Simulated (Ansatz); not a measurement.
**CdO (Monteponite): single point with RPBE+D4**

CdO (Monteponite):

```
CELL_PARAMETERS angstrom
0.00000 2.34950 2.34950
2.34950 0.00000 2.34950
2.34950 2.34950 0.00000
ATOMIC_POSITIONS crystal
Cd 0.00000 0.00000 0.00000
O 0.50000 0.50000 0.50000
```

```yaml
Program: Ansatz 0.2.0
Task: single point
Functional: RPBE
Dispersion: D4
Potentials_or_basis: all-electron LAPW, relativistic spinors
Cutoff: 354 eV (chosen from the basis error)
Basis_error_allowed: 0.00025 eV/atom
k_mesh: 8 × 8 × 8
Occupations: methfessel-paxton, width 0.01 eV
Spin: spin-orbit coupling, no magnetisation
```

```yaml
Pressure: 3.3 GPa
Band_gap_on_the_k_mesh: none (metal or under the smearing width)
```

Levels at points of the mesh, in eV from the Fermi level:
```csv
k point,band 35,band 36,band 37,band 38,band 39,band 40,band 41,band 42
"(0.00, 0.00, 0.00)",-1.35,-1.35,-1.35,-1.35,-0.35,-0.35,14.61,14.61
"(0.00, 0.00, -0.50)",-0.03,-0.03,0.00,0.00,4.50,4.50,7.40,7.40
"(0.00, -0.50, -0.50)",-2.35,-2.35,-2.28,-2.28,4.01,4.01,8.59,8.59
```

Run time: 31 s on 1 thread of Intel(R) Xeon(R) 6975P-C (Granite Rapids) (shared host), peak memory 0.54 GiB.

Caveat: pairwise dispersion overbinds metals, which lowers pressure and volume.
